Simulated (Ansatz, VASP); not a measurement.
One calculation of MnS (Rambergite), two programs

```
Mn S
1.0
     3.48004    0.00000    0.00000
    -1.74002    3.01380    0.00000
     0.00000    0.00000    6.03295
Mn S
2 2
Direct
  0.33333 0.66667 0.00987
  0.66667 0.33333 0.50987
  0.33333 0.66667 0.37513
  0.66667 0.33333 0.87513
```

Alike in both runs: functional PBE; k mesh 12 × 12 × 6; occupations gaussian, width 0.05 eV; no spin polarisation.

Ansatz relaxed the structure, and its values are those at the end. VASP's run is a single point on that final structure, the one shown.

```csv
,VASP,Ansatz
version,VASP 6.6.1,Ansatz 0.2.0
potentials or method,"VASP PAW PBE potentials, release 64 (Mn_pv, S)","scalar-relativistic, plane waves, PAW"
plane-wave cutoff (eV),520,420
valence electrons in the cell,38,42
```

|  | VASP | Ansatz | Ansatz less VASP |
| --- | --- | --- | --- |
| gap on the k mesh at the Fermi level (eV) | none | none | - |
| pressure (GPa) | -2.3 | -2.4 | -0.11 |

A gap of «none» marks a metal or a gap that the smearing closes. With one functional, cell and mesh, what is left measures potentials, basis and numerics. The two sets of potentials don't hold the same shells in valence.

Caveats: the run has no spin polarisation, though such a crystal can be magnetic; semilocal functionals often make such compounds metallic where correlation or magnetic order opens a gap, which also shifts bond lengths. Spin polarisation is off, so any magnetic state and its effect on volume and gap are missing.
